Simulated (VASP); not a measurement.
# BaS in VASP: notebook

Aim: see how the results for BaS move with the level of theory and the settings. Levels: LDA, PBEsol, r2SCAN, PBE. Tasks: electric field gradients.

Everything below comes from runs of VASP 6.6.1. Logs are shortened: lines on timing, memory, paths and dates and some standing lists are left out, and cuts for length are marked.

**Measured values to compare with.**

From a printed reference work, monograph, original work of 1988, for a bulk crystal of BaS at 2 K: band gap 3.806 eV (indirect).

How close the calculation comes is told below.

## 1. The cell of the first run

It takes space group Fm-3m (No. 225, cubic). The conventional cell has a = 6.388 Å, b = 6.388 Å, c = 6.388 Å, α = 90.00°, β = 90.00°, γ = 90.00°. Within 4.2 Å of Ba (site symmetry m-3m) lie 6 S at 3.19 Å. S (site symmetry m-3m) has 6 Ba at 3.19 Å within 4.2 Å.

## 2. Electric field gradients, LDA

INCAR reads:

```
SYSTEM = BaS
PREC = Accurate
ENCUT = 520
EDIFF = 1E-8
ISMEAR = -1
SIGMA = 0.02
LREAL = .FALSE.
LASPH = .TRUE.
NELM = 80
ALGO = Normal
ISIF = 2
LWAVE = .FALSE.
LCHARG = .FALSE.
LEFG = .TRUE.
NBANDS = 15
```

KPOINTS reads:

```
regular mesh
0
G
  8 8 8
  0 0 0
```

POSCAR reads:

```
BaS
1.0
    0.0000000000      3.1937500000      3.1937500000
    3.1937500000      0.0000000000      3.1937500000
    3.1937500000      3.1937500000      0.0000000000
Ba S
1 1
Direct
    0.0000000000      0.0000000000      0.0000000000
    0.5000000000      0.5000000000      0.5000000000
```

Potentials or basis: VASP PAW LDA potentials, release 64 (Ba_sv, S).

Launch:

```bash
$ cat potpaw_LDA.64/Ba_sv/POTCAR potpaw_LDA.64/S/POTCAR > POTCAR
$ mpirun -np 1 vasp_std > vasp.out
```

OUTCAR:

```text
SYSTEM = BaS
   PREC = Accurate
   ENCUT = 520
   EDIFF = 1E-8
   ISMEAR = -1
   LREAL = .FALSE.
   LASPH = .TRUE.
   NELM = 80
   ISIF = 2

 ion  position               nearest neighbor table
   1  0.000  0.000  0.000-   2 3.19   2 3.19   2 3.19   2 3.19   2 3.19   2 3.19
   2  0.500  0.500  0.500-   1 3.19   1 3.19   1 3.19   1 3.19   1 3.19   1 3.19

  LATTYP: Found a face centered cubic cell.
 ALAT       =     6.3875000000

  Lattice vectors:

 A1 = (   0.0000000000,   3.1937500000,   3.1937500000)
 A2 = (   3.1937500000,   0.0000000000,   3.1937500000)
 A3 = (   3.1937500000,   3.1937500000,   0.0000000000)

Analysis of symmetry for initial positions (statically):
=====================================================================
 Subroutine PRICEL returns:
 Original cell was already a primitive cell.

 Routine SETGRP: Setting up the symmetry group for a
 face centered cubic supercell.

 Subroutine GETGRP returns: Found 48 space group operations
 (whereof 48 operations were pure point group operations)
 out of a pool of 48 trial point group operations.

The static configuration has the point symmetry O_h .

Analysis of symmetry for dynamics (positions and initial velocities):
=====================================================================
 Subroutine PRICEL returns:
 Original cell was already a primitive cell.

 Routine SETGRP: Setting up the symmetry group for a
 face centered cubic supercell.

 Subroutine GETGRP returns: Found 48 space group operations
 (whereof 48 operations were pure point group operations)
 out of a pool of 48 trial point group operations.

The dynamic configuration has the point symmetry O_h .

 Subroutine INISYM returns: Found 48 space group operations
 (whereof 48 operations are pure point group operations),
 and found     1 'primitive' translations

----------------------------------------------------------------------------------------

                                     Primitive cell

  volume of cell :      65.1527

  direct lattice vectors                    reciprocal lattice vectors
     0.000000000  3.193750000  3.193750000    -0.156555773  0.156555773  0.156555773
     3.193750000  0.000000000  3.193750000     0.156555773 -0.156555773  0.156555773
     3.193750000  3.193750000  0.000000000     0.156555773  0.156555773 -0.156555773

  length of vectors
[... 134 lines left out ...]
 fundamental gap:      1.9029911386
 Fermi energy:         1.6198859879

 k-point     1 :       0.0000    0.0000    0.0000
  band No.  band energies     occupation
      1     -24.7594      2.00000
      2      -9.8328      2.00000
      3      -9.8328      2.00000
      4      -9.8328      2.00000
      5      -9.0754      2.00000
      6       1.2399      2.00000
      7       1.2399      2.00000
      8       1.2399      2.00000
      9       4.5520      0.00000
     10       4.9413      0.00000
     11       4.9413      0.00000
     12       4.9413      0.00000
     13       5.9258      0.00000
     14       5.9258      0.00000
[... 401 lines left out ...]
      2     -10.7868      2.00000
      3     -10.0372      2.00000
      4      -9.9432      2.00000
      5      -8.1136      2.00000
      6      -0.3055      2.00000
      7       0.3524      2.00000
      8       0.4300      2.00000
      9       5.7522      0.00000
     10       5.9474      0.00000
     11       7.7705      0.00000
     12       7.9931      0.00000
     13       8.9701      0.00000
     14       9.8935      0.00000
     15      10.5105      0.00000

 [... further k-points ...]

------------------------ aborting loop because EDIFF is reached ----------------------------------------

  FORCE on cell =-STRESS in cart. coord.  units (eV):
  Direction    XX          YY          ZZ          XY          YZ          ZX
  --------------------------------------------------------------------------------------
  -------------------------------------------------------------------------------------
  Total       -0.7483591     -0.7483591     -0.7483591      0.0000000      0.0000000     -0.0000000
  in kB      -18.4029689    -18.4029689    -18.4029689      0.0000000      0.0000000     -0.0000000
  external PRESSURE =     -18.4029689 kB  Pullay stress =       0.0000000 kB

 VOLUME and BASIS-vectors are now :
 -----------------------------------------------------------------------------
  energy-cutoff  :      520.00
  volume of cell :       65.15
      direct lattice vectors                 reciprocal lattice vectors
     0.000000000  3.193750000  3.193750000    -0.156555773  0.156555773  0.156555773
     3.193750000  0.000000000  3.193750000     0.156555773 -0.156555773  0.156555773
     3.193750000  3.193750000  0.000000000     0.156555773  0.156555773 -0.156555773

 POSITION                                       TOTAL-FORCE (eV/Angst)
 -----------------------------------------------------------------------------------
      0.00000      0.00000      0.00000        -0.000000      0.000000     -0.000000
      3.19375      3.19375      3.19375         0.000000     -0.000000      0.000000
 -----------------------------------------------------------------------------------
    total drift:                                0.000000      0.000000      0.000000

  FREE ENERGIE OF THE ION-ELECTRON SYSTEM (eV)
  ---------------------------------------------------
  free  energy   TOTEN  =       -11.1599426823 eV

  energy  without entropy=      -11.1599426822  energy(sigma->0) =      -11.15994268

 Electric field gradients (V/A^2)
---------------------------------------------------------------------
 ion       V_xx      V_yy      V_zz      V_xy      V_xz      V_yz
---------------------------------------------------------------------
   1      -0.000     0.000     0.000     0.000     0.000     0.000
   2       0.000    -0.000    -0.000     0.000     0.000     0.000
---------------------------------------------------------------------

 Electric field gradients after diagonalization (V/A^2)
 (convention: |V_zz| > |V_xx| > |V_yy|)
----------------------------------------------------------------------
 ion       V_xx      V_yy      V_zz     asymmetry (V_yy - V_xx)/ V_zz
----------------------------------------------------------------------
   1      -0.000    -0.000     0.000       0.000
   2      -0.000    -0.000     0.001       0.000
----------------------------------------------------------------------

           NMR quadrupolar parameters

 Cq : quadrupolar parameter    Cq=e*Q*V_zz/h
 eta: asymmetry parameters     (V_yy - V_xx)/ V_zz
 Q  : nuclear electric quadrupole moment in mb (millibarn)
----------------------------------------------------------------------
 ion       Cq(MHz)       eta       Q (mb)
----------------------------------------------------------------------
   1       0.000       0.000       1.000
   2       0.000       0.000       1.000
----------------------------------------------------------------------
```

OSZICAR:

```text
N       E                     dE             d eps       ncg     rms          rms(c)
DAV:   1     0.806555704873E+02    0.80656E+02   -0.68678E+03   870   0.928E+02
DAV:   2    -0.688087447551E+01   -0.87536E+02   -0.79714E+02  1175   0.167E+02
DAV:   3    -0.115683755950E+02   -0.46875E+01   -0.46569E+01  1182   0.406E+01
DAV:   4    -0.116852576986E+02   -0.11688E+00   -0.11686E+00  1123   0.632E+00
DAV:   5    -0.116875377099E+02   -0.22800E-02   -0.22800E-02  1243   0.671E-01    0.484E+00
DAV:   6    -0.111873007090E+02    0.50024E+00   -0.66136E-01   982   0.486E+00    0.335E+00
DAV:   7    -0.111650529212E+02    0.22248E-01   -0.13388E-01  1074   0.201E+00    0.194E+00
DAV:   8    -0.111608094224E+02    0.42435E-02   -0.20792E-02   947   0.816E-01    0.255E-01
DAV:   9    -0.111597889970E+02    0.10204E-02   -0.25501E-03  1024   0.296E-01    0.142E-01
DAV:  10    -0.111599551618E+02   -0.16616E-03   -0.22266E-04   989   0.103E-01    0.330E-02
DAV:  11    -0.111599419298E+02    0.13232E-04   -0.47621E-05  1143   0.392E-02    0.127E-02
DAV:  12    -0.111599426297E+02   -0.69984E-06   -0.41146E-06   989   0.113E-02    0.753E-03
DAV:  13    -0.111599426987E+02   -0.69029E-07   -0.29990E-07  1101   0.314E-03    0.858E-04
DAV:  14    -0.111599426820E+02    0.16687E-07   -0.56530E-08  1080   0.145E-03    0.287E-04
DAV:  15    -0.111599426823E+02   -0.25693E-09   -0.26364E-09   617   0.356E-04
   1 F= -.11159943E+02 E0= -.11159943E+02  d E =-.285164E-10
```

It took 11 s on 1 thread of Intel Xeon 6975P-C (Granite Rapids), shared host; peak memory 0.17 GiB.

Results:

| Quantity | Value |
| --- | --- |
| Free energy | -11.1599 eV |
| Pressure | -1.8 GPa |
| Band gap on the k mesh | 1.90 eV, indirect (least direct gap 2.04 eV) |

Levels at points of the mesh, in eV from the valence-band top:
```tsv
k point	band 6	band 7	band 8	band 9	band 10	band 11
(0.00, 0.00, 0.00)	0.00	0.00	0.00	3.31	3.70	3.70
(0.50, 0.00, 0.00)	-2.02	-1.12	-1.12	5.39	5.47	6.18
(0.50, 0.50, 0.00)	-0.54	-0.14	-0.14	1.90	5.84	5.86
```

Caveat: without QUAD_EFG the Cq values of the log hold for a quadrupole moment of 1 mb, not for the nuclei; spin-orbit coupling is left out, which moves the levels of the heavy elements.

## 3. Electric field gradients, PBEsol

INCAR reads:

```
PREC = Accurate ; ENCUT = 520
EDIFF = 1E-8 ; ISMEAR = -1
SIGMA = 0.02 ; LREAL = F
LASPH = T ; NELM = 100
ALGO = Normal ; ISIF = 2
LWAVE = F ; LCHARG = F
GGA = PS ; LEFG = T
NBANDS = 15
```

KPOINTS reads:

```
Automatic mesh
0
Gamma
  8 8 8
```

POSCAR is that of step 2.

Potentials or basis: VASP PAW PBE potentials, release 64 (Ba_sv, S).

Launch:

```bash
$ cat potpaw_PBE.64/Ba_sv/POTCAR potpaw_PBE.64/S/POTCAR > POTCAR
$ mpirun -np 1 vasp_std > vasp.out
```

OUTCAR:

```text
PREC = Accurate
   ENCUT = 520
   EDIFF = 1E-8
   ISMEAR = -1
   LREAL = F
   LASPH = T
   NELM = 100
   ISIF = 2
   GGA = PS

 ion  position               nearest neighbor table
   1  0.000  0.000  0.000-   2 3.19   2 3.19   2 3.19   2 3.19   2 3.19   2 3.19
   2  0.500  0.500  0.500-   1 3.19   1 3.19   1 3.19   1 3.19   1 3.19   1 3.19

  LATTYP: Found a face centered cubic cell.
 ALAT       =     6.3875000000

  Lattice vectors:

 A1 = (   0.0000000000,   3.1937500000,   3.1937500000)
 A2 = (   3.1937500000,   0.0000000000,   3.1937500000)
 A3 = (   3.1937500000,   3.1937500000,   0.0000000000)

Analysis of symmetry for initial positions (statically):
=====================================================================
 Subroutine PRICEL returns:
 Original cell was already a primitive cell.

 Routine SETGRP: Setting up the symmetry group for a
 face centered cubic supercell.

 Subroutine GETGRP returns: Found 48 space group operations
 (whereof 48 operations were pure point group operations)
 out of a pool of 48 trial point group operations.

The static configuration has the point symmetry O_h .

Analysis of symmetry for dynamics (positions and initial velocities):
=====================================================================
 Subroutine PRICEL returns:
 Original cell was already a primitive cell.

 Routine SETGRP: Setting up the symmetry group for a
 face centered cubic supercell.

 Subroutine GETGRP returns: Found 48 space group operations
 (whereof 48 operations were pure point group operations)
 out of a pool of 48 trial point group operations.

The dynamic configuration has the point symmetry O_h .

 Subroutine INISYM returns: Found 48 space group operations
 (whereof 48 operations are pure point group operations),
 and found     1 'primitive' translations

----------------------------------------------------------------------------------------

                                     Primitive cell

  volume of cell :      65.1527

  direct lattice vectors                    reciprocal lattice vectors
     0.000000000  3.193750000  3.193750000    -0.156555773  0.156555773  0.156555773
     3.193750000  0.000000000  3.193750000     0.156555773 -0.156555773  0.156555773
     3.193750000  3.193750000  0.000000000     0.156555773  0.156555773 -0.156555773

  length of vectors
     4.516644565  4.516644565  4.516644565     0.271162553  0.271162553  0.271162553

  position of ions in fractional coordinates (direct lattice)
     0.000000000  0.000000000  0.000000000
     0.500000000  0.500000000  0.500000000

  ion indices of the primitive-cell ions
   primitive index   ion index
                 1           1
                 2           2

----------------------------------------------------------------------------------------

 KPOINTS: Automatic mesh

Automatic generation of k-mesh.
 Grid dimensions read from file:
 generate k-points for:    8    8    8

 Generating k-lattice:

[... 80 lines left out ...]
     AMIX     =   0.40;   BMIX     =  1.00
     AMIX_MAG =   1.60;   BMIX_MAG =  1.00
  volume/ion in A,a.u.               =      32.58       219.84
  Fermi-wavevector in a.u.,A,eV,Ry     =   1.025189  1.937326 14.299891  1.051012
  Thomas-Fermi vector in A             =   2.159016
   LORBIT       =      0    0 simple, 1 ext, 2 COOP (PROOUT), +10 PAW based schemes
   GGA     = PS    functional components
   LHFCALC =     F    Hartree Fock is set to
   AEXX    =    0.0000 exact exchange contribution
   IVDW    =     0    specifies the selected vdW correction
   LEPSILON=     F    determine dielectric tensor
   LRPA    =     F    only Hartree local field effects (RPA)
 non-spin polarized calculation
  energy-cutoff  :      520.00
  volume of cell :       65.15
 maximum number of plane-waves:      1807
 NGX is ok and might be reduce to    36
   NGX = 17   NGY = 17   NGZ = 17

 number of electron      16.0000001 magnetization

 Free energy of the ion-electron system (eV)
  ---------------------------------------------------
  ext. energy  EPLUGINS =         0.00000000
  ---------------------------------------------------
  free energy    TOTEN  =       -10.71810117 eV

  energy without entropy =      -10.71810117  energy(sigma->0) =      -10.71810117

 E-fermi :   1.7525     XC(G=0):  -8.8229

 val. band max:        1.3419179142   @ k =   0.0000   0.0000   0.0000
 cond. band min:       3.3244546553   @ k =   0.5000   0.5000   0.0000
 fundamental gap:      1.9825367411
 Fermi energy:         1.7525455619

 k-point     1 :       0.0000    0.0000    0.0000
  band No.  band energies     occupation
      1     -24.6932      2.00000
      2      -9.7355      2.00000
      3      -9.7355      2.00000
      4      -9.7355      2.00000
      5      -9.0107      2.00000
      6       1.3419      2.00000
      7       1.3419      2.00000
      8       1.3419      2.00000
      9       4.7507      0.00000
     10       5.1265      0.00000
     11       5.1265      0.00000
     12       5.1265      0.00000
     13       6.0797      0.00000
     14       6.0797      0.00000
[... 401 lines left out ...]
      2     -10.6910      2.00000
      3      -9.9363      2.00000
      4      -9.8439      2.00000
      5      -8.0452      2.00000
      6      -0.1856      2.00000
      7       0.4606      2.00000
      8       0.5379      2.00000
      9       5.9251      0.00000
     10       6.1231      0.00000
     11       7.9564      0.00000
     12       8.1610      0.00000
     13       9.1346      0.00000
     14      10.0490      0.00000
     15      10.6981      0.00000

 [... further k-points ...]

------------------------ aborting loop because EDIFF is reached ----------------------------------------

  FORCE on cell =-STRESS in cart. coord.  units (eV):
  Direction    XX          YY          ZZ          XY          YZ          ZX
  --------------------------------------------------------------------------------------
  -------------------------------------------------------------------------------------
  Total       -0.2161873     -0.2161873     -0.2161873      0.0000000      0.0000000     -0.0000000
  in kB       -5.3162831     -5.3162831     -5.3162831      0.0000000      0.0000000     -0.0000000
  external PRESSURE =      -5.3162831 kB  Pullay stress =       0.0000000 kB

 VOLUME and BASIS-vectors are now :
 -----------------------------------------------------------------------------
  energy-cutoff  :      520.00
  volume of cell :       65.15
      direct lattice vectors                 reciprocal lattice vectors
     0.000000000  3.193750000  3.193750000    -0.156555773  0.156555773  0.156555773
     3.193750000  0.000000000  3.193750000     0.156555773 -0.156555773  0.156555773
     3.193750000  3.193750000  0.000000000     0.156555773  0.156555773 -0.156555773

 POSITION                                       TOTAL-FORCE (eV/Angst)
 -----------------------------------------------------------------------------------
      0.00000      0.00000      0.00000        -0.000000      0.000000     -0.000000
      3.19375      3.19375      3.19375         0.000000     -0.000000      0.000000
 -----------------------------------------------------------------------------------
    total drift:                                0.000000      0.000000      0.000000

  FREE ENERGIE OF THE ION-ELECTRON SYSTEM (eV)
  ---------------------------------------------------
  free  energy   TOTEN  =       -10.7181011663 eV

  energy  without entropy=      -10.7181011663  energy(sigma->0) =      -10.71810117

 Electric field gradients (V/A^2)
---------------------------------------------------------------------
 ion       V_xx      V_yy      V_zz      V_xy      V_xz      V_yz
---------------------------------------------------------------------
   1       0.000    -0.000    -0.000     0.000     0.000     0.000
   2      -0.000     0.000    -0.000     0.000     0.000     0.000
---------------------------------------------------------------------

 Electric field gradients after diagonalization (V/A^2)
 (convention: |V_zz| > |V_xx| > |V_yy|)
----------------------------------------------------------------------
 ion       V_xx      V_yy      V_zz     asymmetry (V_yy - V_xx)/ V_zz
----------------------------------------------------------------------
   1      -0.000    -0.000     0.000       0.000
   2      -0.000    -0.000     0.001       0.000
----------------------------------------------------------------------

           NMR quadrupolar parameters

 Cq : quadrupolar parameter    Cq=e*Q*V_zz/h
 eta: asymmetry parameters     (V_yy - V_xx)/ V_zz
 Q  : nuclear electric quadrupole moment in mb (millibarn)
----------------------------------------------------------------------
 ion       Cq(MHz)       eta       Q (mb)
----------------------------------------------------------------------
   1       0.000       0.000       1.000
   2       0.000       0.000       1.000
----------------------------------------------------------------------
```

stdout:

```text
POSCAR found type information on POSCAR BaS
 POSCAR found :  2 types and       2 ions
 scaLAPACK will be used
 -----------------------------------------------------------------------------
|                                                                             |
|                                                                             |
|     You enforced a specific xc type in the INCAR file but a different       |
|     I HOPE YOU KNOW WHAT YOU ARE DOING!                                     |
|                                                                             |
 -----------------------------------------------------------------------------

 LDA part: xc-table for (Slater+PW92), standard interpolation
 POSCAR, INCAR and KPOINTS ok, starting setup
 FFT: planning ... GRIDC
 FFT: planning ... GRID_SOFT
 FFT: planning ... GRID
 WAVECAR not read
 entering main loop
ion   1

ion   2
```

Run time: 13 s. Hardware: 1 thread of Intel Xeon 6975P-C (Granite Rapids), shared host; peak memory 0.21 GiB.

Results:

| Quantity | Value |
| --- | --- |
| Free energy | -10.7181 eV |
| Pressure | -0.5 GPa |
| Band gap on the k mesh | 1.98 eV, indirect (least direct gap 2.12 eV) |

Caveat: without QUAD_EFG the Cq values of the log hold for a quadrupole moment of 1 mb, not for the nuclei; the PAW data sets were made with another functional, which shifts forces and pressure a little; spin-orbit coupling is left out, which moves the levels of the heavy elements.

(Part 1 of 2 ends here.)
